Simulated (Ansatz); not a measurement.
MnS:

```
Mn S
1.0
     0.00000    2.47346    2.47346
     2.47346    0.00000    2.47346
     2.47346    2.47346    0.00000
Mn S
1 1
Cartesian
  0.0000 0.0000 0.0000
  3.7102 3.7102 3.7102
```

The cell is a database's computed one.

Base run:

| Quantity | Value |
| --- | --- |
| Program | Ansatz 0.2.0 |
| Functional | PBEsol |
| Potentials or basis | all-electron LAPW, non-relativistic |
| Cutoff | 344 eV |
| Density cutoff | 1376 eV |
| Basis error allowed | 0.001 eV/atom |
| k mesh | 9 × 9 × 9 |
| Occupations | fermi-dirac, width 0.05 eV |
| Spin | collinear spin, ferromagnetic start |
| Starting moments | [4.0, 0.0] μB |

Its results: pressure -2.0 GPa; net moment 0.20 μB per cell; site moments Mn +0.19; S -0.00 μB.

Question: After a change of settings the same cell gave: pressure -3.0 GPa; net moment 0.24 μB per cell; site moments Mn +0.23; S -0.00 μB. Which change was it?
A. potentials or basis from all-electron LAPW, non-relativistic to all-electron LAPW, scalar-relativistic; hubbard terms from none to Mn d U = 2 eV
B. functional from PBEsol to LDA; potentials or basis from all-electron LAPW, non-relativistic to all-electron LAPW, scalar-relativistic
C. potentials or basis from all-electron LAPW, non-relativistic to all-electron LAPW, inner shells corrected to Dirac's equation

Answer: C.

Caveats: the moment fell far below its start of 4 μB, so a state of higher moment may lie lower in energy.

Not every run made on this cell is shown here.
